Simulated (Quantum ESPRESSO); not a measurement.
# Nb (Fm-3m) in Quantum ESPRESSO: further runs

The runs below take Nb through phonons, phonon dispersion, with PBEsol, PBE, LDA.

All numbers are computed with Quantum ESPRESSO 7.5; they aren't measurements. Logs are shortened: lines on timing, memory, paths and dates and some standing lists are left out, and cuts for length are marked.

**1. The crystal as given**

It takes space group Fm-3m (No. 225, cubic). The conventional cell has a = 4.230 Å, b = 4.230 Å, c = 4.230 Å, α = 90.00°, β = 90.00°, γ = 90.00°. Nb (site symmetry m-3m) is surrounded by 12 Nb at 2.99 Å.

This isn't the form of Nb at room conditions, which is bcc.

**2. Phonons, PBEsol**

Contents of pw.in:

```
&CONTROL
  calculation = 'scf'
  prefix = 'pwscf'
  outdir = './tmp'
  pseudo_dir = './pseudo'
  tprnfor = .true.
  tstress = .true.
  disk_io = 'low'
/
&SYSTEM
  ibrav = 0
  nat = 1
  ntyp = 1
  ecutwfc = 45
  ecutrho = 360
  nbnd = 12
  occupations = 'smearing'
  smearing = 'gaussian'
  degauss = 0.01999163
/
&ELECTRONS
  conv_thr = 2d-10
  electron_maxstep = 120
  mixing_beta = 0.5
/
ATOMIC_SPECIES
Nb    92.9064 nb_pbesol_v1.uspp.F.UPF
CELL_PARAMETERS angstrom
   0.0000000000    2.1150000000    2.1150000000
   2.1150000000    0.0000000000    2.1150000000
   2.1150000000    2.1150000000    0.0000000000
ATOMIC_POSITIONS crystal
Nb     0.0000000000    0.0000000000    0.0000000000
K_POINTS automatic
11 11 11 0 0 0
```

Contents of relax.in:

```
&CONTROL
  calculation = 'vc-relax'
  prefix = 'pwscf'
  outdir = './tmp'
  pseudo_dir = './pseudo'
  tprnfor = .true.
  tstress = .true.
  disk_io = 'low'
  nstep = 40
  forc_conv_thr = 0.0001
  etot_conv_thr = 1d-06
/
&SYSTEM
  ibrav = 0
  nat = 1
  ntyp = 1
  ecutwfc = 45
  ecutrho = 360
  nbnd = 12
  occupations = 'smearing'
  smearing = 'gaussian'
  degauss = 0.01999163
/
&ELECTRONS
  conv_thr = 2d-10
  electron_maxstep = 120
  mixing_beta = 0.5
/
&IONS
  ion_dynamics = 'bfgs'
/
&CELL
  cell_dynamics = 'bfgs'
  press = 0
  press_conv_thr = 0.2
/
ATOMIC_SPECIES
Nb    92.9064 nb_pbesol_v1.uspp.F.UPF
CELL_PARAMETERS angstrom
   0.0000000000    2.1150000000    2.1150000000
   2.1150000000    0.0000000000    2.1150000000
   2.1150000000    2.1150000000    0.0000000000
ATOMIC_POSITIONS crystal
Nb     0.0000000000    0.0000000000    0.0000000000
K_POINTS automatic
11 11 11 0 0 0
```

Contents of scf2.in:

```
&CONTROL
  calculation = 'scf'
  prefix = 'pwscf'
  outdir = './tmp'
  pseudo_dir = './pseudo'
  tprnfor = .true.
  tstress = .true.
  disk_io = 'low'
/
&SYSTEM
  ibrav = 0
  nat = 1
  ntyp = 1
  ecutwfc = 45
  ecutrho = 360
  nbnd = 12
  occupations = 'smearing'
  smearing = 'gaussian'
  degauss = 0.01999163
/
&ELECTRONS
  conv_thr = 1d-13
  electron_maxstep = 120
  mixing_beta = 0.5
  startingpot = 'file'
  startingwfc = 'file'
/
ATOMIC_SPECIES
Nb    92.9064 nb_pbesol_v1.uspp.F.UPF
CELL_PARAMETERS angstrom
   0.0000000000    2.0818822941    2.0818822941
   2.0818822941    0.0000000000    2.0818822941
   2.0818822941    2.0818822941    0.0000000000
ATOMIC_POSITIONS crystal
Nb     0.0000000000    0.0000000000    0.0000000000
K_POINTS automatic
11 11 11 0 0 0
```

Contents of ph.in:

```
phonons of Nb
&INPUTPH
  prefix = 'pwscf'
  outdir = './tmp'
  tr2_ph = 1d-18
  fildyn = 'dyn'
  niter_ph = 90
  alpha_mix(1) = 0.4
/
0.5303300859 0.5303300859 0.0000000000
```

Potentials or basis: GBRV 1.5 PBEsol.

Launch:

```console
$ OMP_NUM_THREADS=1 pw.x -in pw.in > pw.out
$ OMP_NUM_THREADS=1 pw.x -in relax.in > relax.out
$ OMP_NUM_THREADS=1 pw.x -in scf2.in > scf2.out
$ OMP_NUM_THREADS=1 ph.x -in ph.in > ph.out
```

pw.out:

```text
This program is part of the open-source Quantum ESPRESSO suite
     for quantum simulation of materials; please cite
[... 9 lines left out ...]
     --------------------
     sticks:   dense  smooth     PW     G-vecs:    dense   smooth      PW
     Sum         793     397    127                14649     5161     965

     Using Slab Decomposition

     bravais-lattice index     =            0
     lattice parameter (alat)  =       5.6523  a.u.
     unit-cell volume          =     127.6902 (a.u.)^3
     number of atoms/cell      =            1
     number of atomic types    =            1
     number of electrons       =        13.00
     number of Kohn-Sham states=           12
     kinetic-energy cutoff     =      45.0000  Ry
     charge density cutoff     =     360.0000  Ry
     scf convergence threshold =      2.0E-10
     mixing beta               =       0.5000
     number of iterations used =            8  plain     mixing
     Exchange-correlation= SLA  PW   PSX  PSC
                           (   1   4  10   8   0   0   0)

     celldm(1)=   5.652287  celldm(2)=   0.000000  celldm(3)=   0.000000
     celldm(4)=   0.000000  celldm(5)=   0.000000  celldm(6)=   0.000000

     crystal axes: (cart. coord. in units of alat)
               a(1) = (   0.000000   0.707107   0.707107 )
               a(2) = (   0.707107   0.000000   0.707107 )
               a(3) = (   0.707107   0.707107   0.000000 )

     reciprocal axes: (cart. coord. in units 2 pi/alat)
               b(1) = ( -0.707107  0.707107  0.707107 )
               b(2) = (  0.707107 -0.707107  0.707107 )
               b(3) = (  0.707107  0.707107 -0.707107 )

     PseudoPot. # 1 for Nb read from file:
     nb_pbesol_v1.uspp.F.UPF
     Pseudo is Ultrasoft + core correction, Zval = 13.0
     Generated by new atomic code, or converted to UPF format
     Using radial grid of  887 points,  6 beta functions with:
                l(1) =   0
                l(2) =   0
                l(3) =   1
                l(4) =   1
                l(5) =   2
                l(6) =   2
     Q(r) pseudized with  6 coefficients,  rinner =    1.000   1.000   1.000
                                                       1.000   1.000

     atomic species   valence    mass     pseudopotential
     Nb               13.00    92.90640     Nb( 1.00)

     48 Sym. Ops., with inversion, found

   Cartesian axes

     site n.     atom                  positions (alat units)
         1        Nb     tau(   1) = (   0.0000000   0.0000000   0.0000000  )

     number of k points=    56  Gaussian smearing, width (Ry)=  0.0200
                       cart. coord. in units 2pi/alat
        k(    1) = (   0.0000000   0.0000000   0.0000000), wk =   0.0015026
        k(    2) = (   0.0642824   0.0642824  -0.0642824), wk =   0.0120210
        k(    3) = (   0.1285649   0.1285649  -0.1285649), wk =   0.0120210
        k(    4) = (   0.1928473   0.1928473  -0.1928473), wk =   0.0120210
        k(    5) = (   0.2571297   0.2571297  -0.2571297), wk =   0.0120210
        k(    6) = (   0.3214122   0.3214122  -0.3214122), wk =   0.0120210
[... 48 lines left out ...]
        k(   55) = (  -0.0642824  -0.4499770   0.7071068), wk =   0.0360631
        k(   56) = (   0.0000000  -0.3856946   0.6428243), wk =   0.0360631

     Dense  grid:    14649 G-vectors     FFT dimensions: (  36,  36,  36)

     Smooth grid:     5161 G-vectors     FFT dimensions: (  25,  25,  25)

     Check: negative core charge=   -0.000001

     Initial potential from superposition of free atoms

     starting charge      12.9975, renormalised to      13.0000
     Starting wfcs are   13 randomized atomic wfcs

     Self-consistent Calculation

     iteration #  1     ecut=    45.00 Ry     beta= 0.50
     Davidson diagonalization with overlap
     ethr =  1.00E-02,  avg # of iterations =  4.5

     Threshold (ethr) on eigenvalues was too large:
     Diagonalizing with lowered threshold

     Davidson diagonalization with overlap
     ethr =  8.14E-04,  avg # of iterations =  1.1

     total energy              =    -117.88772712 Ry
     estimated scf accuracy    <       0.10694619 Ry

     iteration #  2     ecut=    45.00 Ry     beta= 0.50
     Davidson diagonalization with overlap
     ethr =  8.23E-04,  avg # of iterations =  2.0

     total energy              =    -117.90178258 Ry
     estimated scf accuracy    <       0.00397380 Ry

     iteration #  3     ecut=    45.00 Ry     beta= 0.50
     Davidson diagonalization with overlap
     ethr =  3.06E-05,  avg # of iterations =  2.8

     total energy              =    -117.90212187 Ry
     estimated scf accuracy    <       0.00042469 Ry
[... 19 lines left out ...]
     total energy              =    -117.90214614 Ry
     estimated scf accuracy    <       0.00000002 Ry

     iteration #  7     ecut=    45.00 Ry     beta= 0.50
     Davidson diagonalization with overlap
     ethr =  1.73E-10,  avg # of iterations =  2.0

     total energy              =    -117.90214615 Ry
     estimated scf accuracy    <          9.5E-10 Ry

     iteration #  8     ecut=    45.00 Ry     beta= 0.50
     Davidson diagonalization with overlap
     ethr =  7.32E-12,  avg # of iterations =  2.2

     End of self-consistent calculation

          k = 0.0000 0.0000 0.0000 (   645 PWs)   bands (ev):

   -37.5053 -12.9412 -12.9412 -12.9412  10.9787  17.2928  17.2928  17.2928
    19.8567  19.8567  28.9692  33.6532

          k = 0.0643 0.0643-0.0643 (   640 PWs)   bands (ev):

   -37.4905 -13.0398 -12.9534 -12.9534  11.2800  17.0662  17.4279  17.4279
    19.7416  19.7416  29.5643  32.5408

          k = 0.1286 0.1286-0.1286 (   646 PWs)   bands (ev):

   -37.4507 -13.2988 -12.9861 -12.9861  12.0751  16.6293  17.6658  17.6658
    19.6474  19.6474  30.3485  31.5032

          k = 0.1928 0.1928-0.1928 (   640 PWs)   bands (ev):

   -37.3981 -13.6267 -13.0286 -13.0286  12.9616  16.5499  17.6052  17.6052
    20.1009  20.1009  29.1031  32.2424
[... 83 lines left out ...]
   -37.2930 -13.9943 -13.3273 -13.1604  14.2358  15.9184  17.3820  18.0146
    21.6868  23.6747  26.8755  30.7259

          k =-0.1286-0.3857 0.3857 (   651 PWs)   bands (ev):

   -37.3027 -13.9400 -13.3521 -13.1202  14.3604  16.1197  17.0595  17.9765
    20.7487  23.5973  27.8658  30.9972

          k =-0.0643-0.3214 0.3214 (   643 PWs)   bands (ev):

   -37.3354 -13.7857 -13.3167 -13.0667  14.2968  16.1918  16.6086  18.1589
    19.5882  22.7372  29.5292  31.9456

          k = 0.0000-0.2571 0.2571 (   644 PWs)   bands (ev):

   -37.3804 -13.5948 -13.2141 -13.0168  13.5582  15.9944  17.2144  18.5405
    18.5903  21.4995  30.4589  33.0187

          k = 0.3857 0.0000-0.0000 (   648 PWs)   bands (ev):

   -37.3628 -13.5933 -13.1815 -13.1815  13.4863  15.0594  17.7971  19.3929
    19.3929  20.8683  32.8963  33.1722

          k = 0.4500 0.0643-0.0643 (   646 PWs)   bands (ev):

   -37.3254 -13.7544 -13.2528 -13.2296  13.7989  14.7832  17.6881  19.6730
    20.6153  21.4153  31.0137  32.1881

          k = 0.5143 0.1286-0.1286 (   656 PWs)   bands (ev):

   -37.2924 -13.8736 -13.3626 -13.2488  14.0523  14.9149  17.4423  19.4288
    21.9925  22.5901  28.4342  31.7417
[... 23 lines left out ...]
   -37.2737 -13.9392 -13.3600 -13.3132  13.5234  14.2441  18.9907  20.8284
    22.0178  22.3882  28.7792  29.9163

          k =-0.0643-0.5785 0.5785 (   652 PWs)   bands (ev):

   -37.2599 -13.9259 -13.4939 -13.3013  13.7742  14.5605  18.3904  20.3829
    21.9832  24.6959  26.6666  30.5510

          k =-0.0000-0.5143 0.5143 (   660 PWs)   bands (ev):

   -37.2612 -13.8151 -13.6518 -13.2546  14.2554  15.1405  17.4973  19.7229
    21.3629  25.1876  27.0348  29.8007

          k = 0.6428-0.0000 0.0000 (   652 PWs)   bands (ev):

   -37.2594 -14.0114 -13.3484 -13.3484  13.2146  13.9515  20.4242  21.7422
    22.1476  22.1476  28.6521  28.6521

          k =-0.0000-0.6428 0.6428 (   648 PWs)   bands (ev):

   -37.2543 -14.0053 -13.4002 -13.3440  13.3202  14.0572  19.8030  21.4104
    22.2604  23.4505  27.6294  28.9229

          k = 0.2571 0.1286 0.0000 (   645 PWs)   bands (ev):

   -37.4185 -13.4022 -13.1059 -13.0204  12.7423  16.0452  17.6656  18.2715
    18.8273  20.5118  31.2750  32.2134

          k = 0.3214 0.1928-0.0643 (   642 PWs)   bands (ev):

   -37.3713 -13.6438 -13.1915 -13.0590  13.6303  15.8663  17.1066  18.3416
    19.4207  21.4217  30.2716  32.8468

          k = 0.3857 0.2571-0.1286 (   643 PWs)   bands (ev):

   -37.3276 -13.8697 -13.2478 -13.1068  14.0682  16.2757  16.7425  18.0477
    20.5693  22.4927  28.8175  31.2543

          k =-0.2571-0.3857 0.5143 (   655 PWs)   bands (ev):

   -37.3014 -14.0034 -13.2738 -13.1406  14.0977  16.1578  17.4122  17.8356
    21.4734  23.2963  27.2797  30.4528
[... 13 lines left out ...]
   -37.2869 -13.9042 -13.4125 -13.2144  14.5351  15.4826  16.7662  18.8030
    21.5147  23.9800  27.3606  31.5981

          k =-0.1286-0.3857 0.5143 (   658 PWs)   bands (ev):

   -37.2802 -13.9130 -13.4680 -13.2024  14.7856  15.4518  16.9091  18.5697
    21.3529  24.6775  26.8189  31.1967

          k =-0.0643-0.3214 0.4500 (   653 PWs)   bands (ev):

   -37.2965 -13.8486 -13.4572 -13.1574  14.9320  15.7165  16.2900  18.6659
    20.5030  23.8918  28.5220  31.1813

          k = 0.0000-0.2571 0.3857 (   643 PWs)   bands (ev):

   -37.3306 -13.7523 -13.3530 -13.1014  14.5410  15.6932  16.4049  18.8315
    19.5040  22.7867  29.9846  32.2900

          k = 0.5143 0.1286 0.0000 (   656 PWs)   bands (ev):

   -37.2944 -13.8558 -13.3393 -13.2713  13.8847  14.5971  17.8097  20.4729
    20.8404  22.5155  29.8232  30.5913

          k =-0.1286-0.5143 0.6428 (   658 PWs)   bands (ev):

   -37.2710 -13.8901 -13.4564 -13.2972  14.0918  14.8069  17.5360  20.0214
    21.7274  24.1385  27.7615  30.2558

          k =-0.0643-0.4500 0.5785 (   656 PWs)   bands (ev):

   -37.2628 -13.8304 -13.6034 -13.2780  14.4479  15.2423  17.0936  19.4228
    21.6429  25.6726  26.5371  30.1817

          k = 0.0000-0.3857 0.5143 (   657 PWs)   bands (ev):

   -37.2723 -13.7659 -13.6561 -13.2235  15.0120  15.5173  16.4064  19.0710
    20.9735  24.7184  28.8324  29.0996

          k =-0.0643-0.5785 0.7071 (   656 PWs)   bands (ev):

   -37.2589 -13.9661 -13.4044 -13.3516  13.5390  14.2504  18.9800  21.0100
    22.1497  23.7062  28.3187  28.5988

          k =-0.0000-0.5143 0.6428 (   654 PWs)   bands (ev):

   -37.2548 -13.9077 -13.5159 -13.3378  13.8825  14.6526  18.1501  20.2426
    22.1612  25.3303  26.8398  29.3642

          k =-0.1928-0.4500 0.7071 (   656 PWs)   bands (ev):

   -37.2847 -13.8318 -13.4784 -13.2393  14.7408  15.3362  16.3331  19.5565
    20.8629  24.0501  28.9298  30.0888

          k =-0.1286-0.3857 0.6428 (   652 PWs)   bands (ev):

   -37.2669 -13.8157 -13.5845 -13.2841  14.8631  15.5300  16.3247  19.1570
    21.5551  25.3733  27.3010  30.0434

          k =-0.0643-0.4500 0.7071 (   658 PWs)   bands (ev):

   -37.2574 -13.8430 -13.5519 -13.3549  14.3022  15.1164  17.1432  19.6374
    22.1529  25.5447  28.1871  28.2124

          k = 0.0000-0.3857 0.6428 (   666 PWs)   bands (ev):

   -37.2559 -13.7399 -13.6773 -13.3491  14.5810  15.6825  16.4641  19.1368
    22.1532  26.4935  27.1008  28.7386

     the Fermi energy is    17.2037 ev

!    total energy              =    -117.90214615 Ry
     estimated scf accuracy    <          1.6E-11 Ry
     smearing contrib. (-TS)   =      -0.00415040 Ry
     internal energy E=F+TS    =    -117.89799575 Ry

     The total energy is F=E-TS. E is the sum of the following terms:
     one-electron contribution =     -18.21060794 Ry
     hartree contribution      =      15.49865595 Ry
     xc contribution           =     -18.25257693 Ry
     ewald contribution        =     -96.93346683 Ry

     convergence has been achieved in   8 iterations

     Forces acting on atoms (cartesian axes, Ry/au):

     atom    1 type  1   force =     0.00000000    0.00000000    0.00000000

     Total force =     0.000000     Total SCF correction =     0.000000

     Computing stress (Cartesian axis) and pressure

          total   stress  (Ry/bohr**3)                   (kbar)     P=      -75.40
  -0.00051254  -0.00000000  -0.00000000          -75.40       -0.00       -0.00
  -0.00000000  -0.00051254   0.00000000           -0.00      -75.40        0.00
  -0.00000000  -0.00000000  -0.00051254           -0.00       -0.00      -75.40

=------------------------------------------------------------------------------=
   JOB DONE.
=------------------------------------------------------------------------------=
```

Wall time 6.1 min (1 thread of Arm Neoverse V2, shared host); peak memory 0.09 GiB.

Results:

| Quantity | Value |
| --- | --- |
| Free energy | -1604.1602 eV |
| Relaxed volume | 18.05 Å³/atom |
| Relaxed cell | a = 2.944 Å, b = 2.944 Å, c = 2.944 Å, α = 60.00°, β = 60.00°, γ = 60.00° |
| Space group after relaxing (to 0.05 Å) | Fm-3m (No. 225) |
| Pressure after relaxing | 0.0 GPa |
| Band gap on the k mesh | none (metal or under the smearing width) |
| Highest phonon frequency at the q point run | 190 cm⁻¹ |

The path:
```
step  energy change (eV)  largest force (eV/Å)  pressure (GPa)  volume (Å³)
   1              0.0000                0.0000           -7.54        18.92
   2             -0.0207                0.0000           -1.49        18.20
   3             -0.0214                0.0000            0.11        18.04
   4             -0.0214                0.0000            0.00        18.05
```

Final structure:
```
CELL_PARAMETERS angstrom
0.00000 2.08188 2.08188
2.08188 0.00000 2.08188
2.08188 2.08188 0.00000
ATOMIC_POSITIONS crystal
Nb 0.00000 0.00000 0.00000
```

Phonon frequencies in cm⁻¹ (negative: imaginary):
```csv
q point,frequencies
"(0.375, 0.375, 0.750)",104 183 190
```

Phonon modes at q = (0.375, 0.375, 0.750) in reciprocal lattice units:
```tsv
mode	symmetry	cm⁻¹
1	B_1	104
2	A_1	183
3	B_2	190
```

Caveat: the q point doesn't lie on the k mesh, which can shift a metal's frequencies strongly unless the mesh is converged.

(Part 1 of 3 ends here.)
